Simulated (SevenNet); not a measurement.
Tetradymite Sb2Te3

Computed with the machine-learned potential SevenNet-l3i5 (trained on PBE and PBE+U data).

Cell (relaxed at this level):

```xyz
5
Lattice="2.1662 1.2506 10.4921 -2.1662 1.2506 10.4921 0.0000 -2.5013 10.4921" Properties=species:S:1:pos:R:3 pbc="T T T"
Sb     0.0000     0.0000    18.9930
Sb     0.0000     0.0000    12.4834
Te     0.0000     0.0000    31.4764
Te     0.0000     0.0000    24.6841
Te     0.0000     0.0000     6.7923
```

```json
{
  "lattice_constant_a": "4.332 Å",
  "c axis length": "31.476 Å"
}
```

Measured, for comparison: lattice constant a 4.264 Å (302 K, no zero-point or thermal correction, our sources range from 4.256 to 4.264; as tabulated in Anderson, Krause, Acta Cryst. B 30, 1307 (1974), by the American Mineralogist …); lattice parameter c 30.458 Å (302 K, no zero-point or thermal correction, our sources range from 30.363 to 30.458; as tabulated in Anderson, Krause, Acta Cryst. B 30, 1307 (1974), by the American Mineralogist …). Computed (rounded) less measured: lattice constant a +1.6 % (+1.6 % to +1.8 % over the range), lattice parameter c +3.3 % (+3.3 % to +3.7 % over the range).

A machine-learned potential is trained on density-functional data: it inherits that level's misses and adds fitting errors of its own.

Note: the model gives imaginary modes for this phase (in the spectrum interpolated from a supercell); this model's volume lies 7 % above that of the starting cell (a measured, published or database cell).
